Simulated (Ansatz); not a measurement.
Take a crystal in which Ag has been replaced by Mo on all its sites, with the cell rescaled by a rough guess (in some cases also distorted within its space group) and nothing relaxed:

```xyz
1
Lattice="-1.6685 1.6685 1.6685 1.6685 -1.6685 1.6685 1.6685 1.6685 -1.6685" Properties=species:S:1:pos:R:3 pbc="T T T"
Mo    0.0000    0.0000    0.0000
```

Method: DFT PBE, scalar-relativistic, plane waves, PAW in Ansatz 0.2.0.

Cutoff 420 eV; k points 18×18×18 on the computed 1-atom cell (Γ-centred); Gaussian smearing, width 0.10 eV; no spin polarisation.

**Question.** Will this cell want to expand or contract, and how hard?

**Answer.** The pressure is -29.7 GPa (positive in compression), so the cell would contract.

**Question.** Is it a metal on this mesh?

**Answer.** Yes, a band crosses the Fermi level.